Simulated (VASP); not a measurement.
# PbS, relaxation of the atoms: which settings are enough?

PbS, P1 (no. 1), 8 atoms in the cell. PBE, relaxation of the atoms; PAW potentials Pb_d, S (PBE set). VASP 6.6.1.

Wanted: energy within 1 meV/atom; two shortest distances of each atom within 0.01 Å.

POSCAR:
```
PbS
1.0
    5.9315000000      0.0000000000      0.0000000000
    0.0000000000      5.9315000000      0.0000000000
    0.0000000000      0.0000000000      5.9315000000
Pb S
4 4
Direct
    0.0075340000      0.0048510000      0.0010440000
    0.4882760000      0.5058290000      0.0023980000
    0.4972260000      0.0020420000      0.5014430000
    0.0069330000      0.4955870000      0.5035700000
    0.4948960000      0.4933520000      0.4915530000
    0.0104920000     -0.0042810000      0.4937680000
   -0.0056350000      0.4922500000     -0.0027200000
    0.5002780000      0.0103700000      0.0089430000
```

The series start from Force threshold EDIFFG (eV/Å): -0.02; Electronic threshold EDIFF (eV): 1e-6; Relaxation method: conjugate gradient, POTIM 0.5; Mixing and least electronic steps: default. Each series keeps the choices made before it, and each single choice may use up half of a tolerance.

## Force threshold EDIFFG (eV/Å)

| Force threshold EDIFFG (eV/Å) | Energy less reference (meV/atom) | Two shortest distances of each atom, largest deviation (Å) | Time (s) |
|---|---|---|---|
| -0.1 | 1.2 | 0.035 | 20 |
| -0.05 | 0.4 | 0.011 | 27 |
| -0.03 | 0.1 | 0.004 | 42 |
| -0.02 | 0.1 | 0.004 | 29 |
| -0.01 | 0.0 | 0.002 | 55 |
| -0.005 | 0.0 | 0.001 | 74 |
| -0.002 (reference) | 0.0 | 0.000 | 106 |

Chosen: -0.03, the loosest value from which every tighter one stays within half of the tolerance.

## Electronic threshold EDIFF (eV)

| Electronic threshold EDIFF (eV) | Energy less reference (meV/atom) | Two shortest distances of each atom, largest deviation (Å) | SCF iterations | Time (s) |
|---|---|---|---|---|
| 0.001 | 0.1 | 0.004 | 91 | 85 |
| 0.0001 | 0.1 | 0.007 | 50 | 48 |
| 1e-5 | 0.0 | 0.002 | 51 | 43 |
| 1e-6 | 0.0 | 0.001 | 62 | 42 |
| 1e-7 (reference) | 0.0 | 0.000 | 72 | 56 |

Chosen: 1e-5.

## Relaxation method

| Relaxation method | Energy less reference (meV/atom) | Two shortest distances of each atom, largest deviation (Å) | SCF iterations | Time (s) |
|---|---|---|---|---|
| conjugate gradient, POTIM 0.5 | 0.0 | 0.000 | 51 | 43 |
| conjugate gradient, POTIM 0.2 | 0.0 | 0.001 | 55 | 43 |
| conjugate gradient, POTIM 1.0 | 0.0 | 0.001 | 40 | 30 |
| quasi-Newton, POTIM 0.5 | 0.0 | 0.003 | 42 | 38 |
| quasi-Newton, POTIM 0.3, 10 steps kept | 0.0 | 0.002 | 46 | 38 |
| quasi-Newton, POTIM 0.5, at least 5 electronic steps | 0.0 | 0.003 | 45 | 29 |
| damped dynamics, POTIM 0.2, SMASS 0.4 | 0.1 | 0.003 | 52 | 35 |
| damped dynamics, POTIM 0.4, SMASS 0.8 | 0.1 | 0.003 | 52 | 42 |
| velocity quench, POTIM 0.1 | -0.1 | 0.003 | 50 | 40 |

Chosen: conjugate gradient, POTIM 1.0, which stays within half of the tolerance.

## Mixing and least electronic steps

| Mixing and least electronic steps | Energy less reference (meV/atom) | Two shortest distances of each atom, largest deviation (Å) | SCF iterations | Time (s) |
|---|---|---|---|---|
| default | 0.0 | 0.000 | 40 | 30 |
| MAXMIX 40 | 0.0 | 0.002 | 36 | 23 |
| NELMIN 4 | 0.0 | 0.001 | 41 | 28 |
| NELMIN 4, MAXMIX 40 | 0.0 | 0.002 | 36 | 27 |
| ALGO Fast | 0.0 | 0.003 | 56 | 32 |

Chosen: default; no other choice that stays within half of the tolerance saves 30 % of the time.

## All choices together

| Input | Energy less reference (meV/atom) | Two shortest distances of each atom, largest deviation (Å) | Time (s) |
|---|---|---|---|
| program defaults (naive) | 0.2 | 0.006 | 20 |
| chosen settings | 0.1 | 0.004 | 30 |
| reference settings throughout | 0.0 | 0.000 | 63 |

The tolerance is met.

## The input

INCAR:
```
SYSTEM = PbS
PREC = Normal
ENCUT = 300
EDIFF = 1E-5
ISMEAR = 0
SIGMA = 0.05
LREAL = .False.
LASPH = .True.
NELM = 100
ALGO = Normal
LWAVE = .False.
LCHARG = .False.
IBRION = 2
NSW = 150
ISIF = 2
EDIFFG = -0.03
POTIM = 1.0
KPAR = 8
```

KPOINTS:
```
k-points
0
Gamma
  3 3 3
```

Commands:
```
cat potpaw_PBE.64/Pb_d/POTCAR potpaw_PBE.64/S/POTCAR > POTCAR
mpirun -np 8 vasp_std > vasp.out
```

The naive input happens to agree within the tolerance here, in 20 s.

Limits: the start was distorted on purpose (atoms moved at random), so the space group given is the start's and not the crystal's.

The chosen input took VASP 6.6.1 30 s on 8 cores (Intel Xeon Platinum 8488C (Sapphire Rapids)), a shared host.

## An input that fails: no relaxation method typed, so the run becomes molecular dynamics without a time step

VASP's message: Fatal error! IBRION=0, but no entry for POTIM on file INCAR. MUST be specified!.

Changes against the starting input:
```
- IBRION = 2
- POTIM = 0.5
```
